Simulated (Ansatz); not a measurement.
Relax this structure to zero stress and force, keeping its symmetry:

```cif
data_structure
_symmetry_space_group_name_H-M 'Pm-3m'
_symmetry_Int_Tables_number 221
_cell_length_a 2.9975
_cell_length_b 2.9975
_cell_length_c 2.9975
_cell_angle_alpha 90.000
_cell_angle_beta 90.000
_cell_angle_gamma 90.000
_cell_volume 26.93
loop_
_atom_site_label
_atom_site_type_symbol
_atom_site_symmetry_multiplicity
_atom_site_Wyckoff_symbol
_atom_site_fract_x
_atom_site_fract_y
_atom_site_fract_z
_atom_site_occupancy
Al1 Al 1 a 0.00000 0.00000 0.00000 1
Cu1 Cu 1 b 0.50000 0.50000 0.50000 1
```

The calculation used Ansatz 0.2.0, DFT PBEsol, scalar-relativistic, plane waves, PAW.

Cutoff 420 eV; k points 14×14×14 on the computed 2-atom cell (Γ-centred); Gaussian smearing, width 0.10 eV; no spin polarisation.

Q: What does it relax to?

A: The volume drops by 0.55 Å³/atom to 12.91 Å³/atom, and the energy falls by 8.7 meV/atom. Final structure:
```xyz
2
Lattice="2.9560 0.0000 0.0000 0.0000 2.9560 0.0000 0.0000 0.0000 2.9560" Properties=species:S:1:pos:R:3 pbc="T T T"
Al    0.0000    0.0000    0.0000
Cu    1.4780    1.4780    1.4780
```